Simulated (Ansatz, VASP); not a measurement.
## ZnS in VASP and in Ansatz

```
Zn S
1.0
     0.00000    2.70200    2.70200
     2.70200    0.00000    2.70200
     2.70200    2.70200    0.00000
Zn S
1 1
Direct
  0.75000 0.75000 0.75000
  0.00000 0.00000 0.00000
```

Alike in both runs: task single point; functional PBE; k mesh 9 × 9 × 9; occupations gaussian, width 0.018 eV; no spin polarisation.

|  | VASP | Ansatz |
| --- | --- | --- |
| version | VASP 6.6.1 | Ansatz 0.2.0 |
| potentials or method | VASP PAW PBE potentials, release 64 (Zn, S), cutoff 520 eV | all-electron LAPW, scalar-relativistic |

VASP gave:

* gap on the k mesh at the Fermi level (eV): 2.11
* least direct gap on the mesh (eV): 2.11
* pressure (GPa): 1.8

Q: Which values does Ansatz return?

A: gap on the k mesh at the Fermi level (eV): 2.11; least direct gap on the mesh (eV): 2.11; pressure (GPa): 1.6.

Ansatz ran all-electron here, so the differences hold the error of VASP's frozen core and of both bases.

Expect the measured gap to be larger: semilocal functionals such as PBE lack the derivative discontinuity.
